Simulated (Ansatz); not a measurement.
# HfSiO4 (I4_1/amd): a vacancy on Hf

An exercise on one series of results from a longer session: the logs are not shown, and one member is left open.

Method: DFT PBE, scalar-relativistic, plane waves, PAW, in Ansatz 0.2.0.

5 further runs of the same task are left out: 5 set aside as unsound or not needed.

### The starting structure

The cell holds 35 atoms (Hf5O24Si6): a = 6.645 Å, b = 6.645 Å, c = 10.173 Å, α = 109.06°, β = 109.06°, γ = 90.00°.

The coordinates of this cell stand in the input of its own run.

The host was relaxed before at PBE: a = 6.645 Å, b = 6.645 Å, c = 6.015 Å, α = 90.00°, β = 90.00°, γ = 90.00° (conventional cell), 11.066 Å³/atom.

Places, in fractions of the supercell: a vacancy on Hf at (0.000, 1.000, 0.000). Its neighbours start displaced at random by about 0.03 Å.

Set-up of the first run:

input.yaml reads:

```yaml
crystal:
  lattice:
    - [-3.322452518, 3.322452518, 3.0074739819]
    - [3.322452518, -3.322452518, 3.0074739819]
    - [3.322452518, 3.322452518, -3.0074739819]
  atoms:
    - { symbol: Hf, position: [0.0, 0.0, 0.0] }
    - { symbol: Hf, position: [0.75, 0.25, 0.5] }
    - { symbol: Si, position: [0.25, 0.75, 0.5] }
    - { symbol: Si, position: [0.5, 0.5, 0.0] }
    - { symbol: O, position: [0.1347298301, 0.3189388944, 0.8157909357] }
    - { symbol: O, position: [0.0689388944, 0.7531479587, 0.6842090643] }
    - { symbol: O, position: [0.0689388944, 0.3847298301, 0.3157909357] }
    - { symbol: O, position: [0.5031479587, 0.3189388944, 0.1842090643] }
    - { symbol: O, position: [0.6810611056, 0.4968520413, 0.8157909357] }
    - { symbol: O, position: [0.6152701699, 0.9310611056, 0.6842090643] }
    - { symbol: O, position: [0.2468520413, 0.9310611056, 0.3157909357] }
    - { symbol: O, position: [0.6810611056, 0.8652701699, 0.1842090643] }
basis:
  ecutwfc: 420
  xc_grid: 2
kpoints:
  mp_grid: { grid: [6, 6, 6] }
  band_path: { path: [VBM, CBM], npoints: 2 }
hamiltonian:
  xc: pbe
scf:
  occupations: { method: gaussian, width: 0.02 }
output:
  forces: true
  stress: true
  eigenvalues: true
```

Launch:

```
$ ansatz run input.yaml --threads 8 --pin off --max-ram 16384MiB --backend cpu --events-out ev --progress --plain --runs-dir out
```

Among the steps run: Band edges of the host over the zone; Dielectric tensors of the host, without U; The perfect crystal in the supercell of 36 atoms; Charge 0, atoms relaxed; Charge -1, atoms relaxed; More of the same log: V_Hf, charge -1, atoms relaxed at the host's cell; Charge -4, atoms relaxed.

One table of the session follows, with a row left open; its other results are not shown here.

It belongs to the step «The neighbours». 

```
      state  cell moment (μB)
ideal sites              0.00
   charge 0              4.00
  charge -1                 ?
  charge -4              0.00
```

**Question.** Estimate the row for charge -1.

**Answer.** cell moment (μB): 3.00. In the column «cell moment (μB)» it lies between charge -4 (0.00) and charge 0 (4.00).

Limits of these values: The program doubts the potential alignment. Warnings in the runs' records: seeded moment not kept.
